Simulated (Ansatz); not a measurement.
# Al2Cu: how settings move the results

Aim, for Al2Cu: test the k-point mesh shifted by half a step.

Method: DFT PBE, scalar-relativistic, plane waves, PAW, in Ansatz 0.2.0.

3 further runs of the same task are left out: 2 for a known fault of the program, 1 set aside as unsound or not needed.

### Step 1. The system as given

The structure is tetragonal, space group P4/mmm (No. 123). The conventional cell has a = 4.105 Å, b = 4.105 Å, c = 2.891 Å, α = 90.00°, β = 90.00°, γ = 90.00°. Around Al (site symmetry mmm) lie 4 Cu at 2.51 Å. Around Cu (site symmetry 4/mmm) lie 8 Al at 2.51 Å.

Structure file:

```xyz
3
Lattice="4.1052 0.0000 0.0000 0.0000 4.1052 0.0000 0.0000 0.0000 2.8913" Properties=species:S:1:pos:R:3 pbc="T T T"
Al    2.0526    0.0000    1.4457
Al    0.0000    2.0526    1.4457
Cu    0.0000    0.0000    0.0000
```

Source of the structure: the Materials Project (structure only). It is taken as it stands there.

### Step 2. The base input

Contents of input.yaml:

```yaml
crystal:
  lattice:
    - [4.105182, 0.0, 0.0]
    - [0.0, 4.105182, 0.0]
    - [0.0, 0.0, 2.891313]
  atoms:
    - { symbol: Al, position: [0.5, 0.0, 0.5] }
    - { symbol: Al, position: [0.0, 0.5, 0.5] }
    - { symbol: Cu, position: [0.0, 0.0, 0.0] }
basis:
  ecutwfc: 420
kpoints:
  mp_grid: { grid: [10, 10, 14] }
hamiltonian:
  xc: pbe
scf:
  occupations: { method: gaussian, width: 0.1 }
output:
  forces: true
  stress: true
  eigenvalues: true
  populations: true
```

Its results, from an earlier run: -2566.7562 eV/atom at zero smearing, pressure 0.51 GPa, largest force 0.000 eV/Å, no gap on the mesh, in 7 SCF cycles and 21 s.

### Step 3. K-point mesh shifted by half a step: 6×6×10

input.yaml: that of step 2 with these lines changed.

```diff
@@ -12,3 +12,3 @@
 kpoints:
-  mp_grid: { grid: [10, 10, 14] }
+  mp_grid: { grid: [6, 6, 10], shift: [0.5, 0.5, 0.5] }
 hamiltonian:
@@ -21,2 +21 @@
   eigenvalues: true
-  populations: true
```

On the command line:

```
> ansatz run input.yaml --threads 1 --pin off --max-ram 2560MiB --backend cpu --events-out ev --progress --plain --runs-dir out
```

Output, cut to the lines that bear on the results:

```text
Warning: RAYON_NUM_THREADS=1 ignored (pool sized by the plan → 1); use --threads N
[...]
Pseudopotentials: kind: paw
Pseudopotential: Al, paw, valence charge 3, recommended cutoff 420 eV (normal), Al.paw.azcp
Pseudopotential: Cu, paw, valence charge 19, recommended cutoff 420 eV (normal), Cu.paw.azcp
Functional definition: PBE
[...]
Crystal: 3 atoms, lattice volume = 48.726 Å³
Basis set: ecut = 420 eV, 945 PW (Γ), exchange–correlation on 60×60×40 points (8 copies of the dense FFT grid, shifted against one another)
Bands: 17, of which v1, the nominal top of the filled ones, is band 13 counted from 1 (12 counted from 0)
Symmetry: 16 space group operations
Space group: P4/mmm (ITA 123), of the structure as read, at distance tolerance 3.7e-5 Å
k-points: 30 of 360
[...]
SCF iter   1: F=—  HF=-7700.289623 eV  |F-HF|=—  |Δ(HF+E_count)|=         —  Δρ=4.77e-3  dr2=9.03e-3  ethr=1.77e-3  ⟨swp⟩=5.2  Hψ=2578  notcnv=0
[...]
SCF iter   6: F=-7700.288383 eV  HF=-7700.288383 eV  |F-HF|=6.09e-10  |Δ(HF+E_count)|=   6.80e-8  Δρ=1.22e-6  dr2=6.49e-10  ethr=3.04e-10  ⟨swp⟩=3.3  Hψ=1911  notcnv=0
[...]
SCF converged after 6 iterations
Free energy (F): -7700.288383 eV
[...]
E sigma→0 (E₀):  -7700.287016 eV
Entropy (-TS):   -0.002733 eV (-0.911 meV/atom)
Fermi energy:    9.444275 eV
[...]
--- Forces (eV/Å), atoms counted from 1 ---
  atom   1  Al     0.00000000     0.00000000     0.00000000
  atom   2  Al     0.00000000     0.00000000     0.00000000
  atom   3  Cu    -0.00000000    -0.00000000     0.00000000
[...]
--- Stress (GPa, compression-positive) ---
        1.159848       0.000000       0.000000
        0.000000       1.159848       0.000000
        0.000000       0.000000      -0.886743
  P = ⅓ Tr σ = 0.4777 GPa (4.777 kbar)
--- Band table (eV; the first three rows and the last of 30) ---
  k-point 0: bands = ["-104.6723", "-62.0312", "-62.0312", "-62.0152", "-1.0334", "3.9292", "4.4860", "5.1266", "5.3079", "5.3107", "6.6342", "6.7105", "9.9566", "10.8793", "13.6839", "14.5947", "15.6603"]
[...]
```

Wall time 3.6 s (1 thread of AMD EPYC (Zen 3), shared host); peak memory 0.33 GiB.

Result: -2566.7623 eV/atom at zero smearing, pressure 0.48 GPa and no gap on the mesh.

### Step 4. K-point mesh shifted by half a step set to 8×8×10

input.yaml: that of step 3 with these lines changed.

```diff
@@ -12,3 +12,3 @@
 kpoints:
-  mp_grid: { grid: [6, 6, 10], shift: [0.5, 0.5, 0.5] }
+  mp_grid: { grid: [8, 8, 10], shift: [0.5, 0.5, 0.5] }
 hamiltonian:
```

On the command line:

```
> ansatz run input.yaml --threads 1 --pin off --max-ram 2560MiB --backend cpu --events-out ev --progress --plain --runs-dir out
```

Output, cut to the lines that bear on the results:

```text
Warning: RAYON_NUM_THREADS=1 ignored (pool sized by the plan → 1); use --threads N
[...]
[... 4 set-up lines as earlier in the session ...]
[...]
Crystal: 3 atoms, lattice volume = 48.726 Å³
Basis set: ecut = 420 eV, 945 PW (Γ), exchange–correlation on 60×60×40 points (8 copies of the dense FFT grid, shifted against one another)
Bands: 17, of which v1, the nominal top of the filled ones, is band 13 counted from 1 (12 counted from 0)
[... 2 set-up lines as earlier in the session ...]
k-points: 50 of 640
[...]
SCF iter   1: F=—  HF=-7700.270961 eV  |F-HF|=—  |Δ(HF+E_count)|=         —  Δρ=4.85e-3  dr2=1.16e-2  ethr=1.77e-3  ⟨swp⟩=5.3  Hψ=4320  notcnv=0
[...]
SCF iter   7: F=-7700.269178 eV  HF=-7700.269178 eV  |F-HF|=1.46e-8  |Δ(HF+E_count)|=   1.55e-7  Δρ=6.23e-6  dr2=2.56e-8  ethr=4.00e-10  ⟨swp⟩=3.7  Hψ=3429  notcnv=0
[...]
SCF converged after 7 iterations
Free energy (F): -7700.269178 eV
[...]
E sigma→0 (E₀):  -7700.266207 eV
Entropy (-TS):   -0.005941 eV (-1.980 meV/atom)
Fermi energy:    9.335946 eV
[...]
--- Forces (eV/Å), atoms counted from 1 ---
  atom   1  Al     0.00000000     0.00000000     0.00000000
  atom   2  Al     0.00000000    -0.00000000     0.00000000
  atom   3  Cu    -0.00000000    -0.00000000     0.00000000
[...]
--- Stress (GPa, compression-positive) ---
        1.371960       0.000000       0.000000
        0.000000       1.371960       0.000000
        0.000000       0.000000      -1.006588
  P = ⅓ Tr σ = 0.5791 GPa (5.791 kbar)
--- Band table (eV; the first three rows and the last of 50) ---
  k-point 0: bands = ["-104.6841", "-62.0413", "-62.0413", "-62.0315", "-1.0882", "3.9480", "4.4850", "5.1354", "5.2961", "5.2977", "6.7849", "6.8369", "9.6903", "10.6273", "14.1357", "14.6186", "15.6081"]
[...]
```

Run time: 5.3 s. Hardware: 1 thread of AMD EPYC (Zen 3), shared host; peak memory 0.35 GiB.

Read-out: -2566.7554 eV/atom at zero smearing, pressure 0.58 GPa and no gap on the mesh.

### Step 5. K-point mesh shifted by half a step: 8×8×12

input.yaml: that of step 4 with these lines changed.

```diff
@@ -12,3 +12,3 @@
 kpoints:
-  mp_grid: { grid: [8, 8, 10], shift: [0.5, 0.5, 0.5] }
+  mp_grid: { grid: [8, 8, 12], shift: [0.5, 0.5, 0.5] }
 hamiltonian:
```

On the command line:

```
> ansatz run input.yaml --threads 1 --pin off --max-ram 2560MiB --backend cpu --events-out ev --progress --plain --runs-dir out
```

Output, cut to the lines that bear on the results:

```text
Warning: RAYON_NUM_THREADS=1 ignored (pool sized by the plan → 1); use --threads N
[...]
[... 4 set-up lines as earlier in the session ...]
[...]
Crystal: 3 atoms, lattice volume = 48.726 Å³
Basis set: ecut = 420 eV, 945 PW (Γ), exchange–correlation on 60×60×40 points (8 copies of the dense FFT grid, shifted against one another)
Bands: 17, of which v1, the nominal top of the filled ones, is band 13 counted from 1 (12 counted from 0)
[... 2 set-up lines as earlier in the session ...]
k-points: 60 of 768
[...]
SCF iter   1: F=—  HF=-7700.271401 eV  |F-HF|=—  |Δ(HF+E_count)|=         —  Δρ=5.12e-3  dr2=1.34e-2  ethr=1.77e-3  ⟨swp⟩=5.2  Hψ=5184  notcnv=0
[...]
SCF iter   7: F=-7700.269214 eV  HF=-7700.269214 eV  |F-HF|=1.37e-8  |Δ(HF+E_count)|=   1.62e-7  Δρ=6.64e-6  dr2=3.34e-8  ethr=4.00e-10  ⟨swp⟩=4.0  Hψ=4339  notcnv=0
[...]
SCF converged after 7 iterations
Free energy (F): -7700.269214 eV
[...]
E sigma→0 (E₀):  -7700.266708 eV
Entropy (-TS):   -0.005012 eV (-1.671 meV/atom)
Fermi energy:    9.261199 eV
[...]
--- Forces (eV/Å), atoms counted from 1 ---
  atom   1  Al    -0.00000000     0.00000000     0.00000000
  atom   2  Al     0.00000000    -0.00000000     0.00000000
  atom   3  Cu     0.00000000     0.00000000     0.00000000
[...]
--- Stress (GPa, compression-positive) ---
        0.575519       0.000000       0.000000
        0.000000       0.575519       0.000000
        0.000000       0.000000       0.315120
  P = ⅓ Tr σ = 0.4887 GPa (4.887 kbar)
--- Band table (eV; the first three rows and the last of 60) ---
  k-point 0: bands = ["-104.6958", "-62.0551", "-62.0551", "-62.0391", "-1.1033", "3.9354", "4.4724", "5.1217", "5.3003", "5.3013", "6.7580", "6.8104", "9.6791", "10.6164", "14.1863", "14.7566", "15.5966"]
[...]
```

Wall time 6.1 s (1 thread of AMD EPYC (Zen 3), shared host); peak memory 0.36 GiB.

Read-out: -2566.7556 eV/atom at zero smearing, pressure 0.49 GPa and no gap on the mesh.

### Step 6. The sweep of the k-point mesh shifted by half a step side by side

ΔE: energy per atom at zero smearing, less that of the base run (10×10×14 mesh through Γ, Gaussian smearing of 0.1 eV). Pressure is positive in compression.

```
shifted mesh  ΔE (meV/atom)  pressure (GPa)  irreducible points  SCF cycles  CPU time
      6×6×10          -6.16            0.48                  30           6     3.5 s
      8×8×10           0.77            0.58                  50           7     5.1 s
      8×8×12           0.61            0.49                  60           7       6 s
```

Times: CPU seconds on a shared machine, a rough guide.

### Step 7. Results

| quantity | value |
| --- | --- |
| largest energy shift, k-point mesh shifted by half a step | -6.16 meV/atom at 6×6×10 |

The densest shifted mesh lands 0.61 meV/atom from the base run.
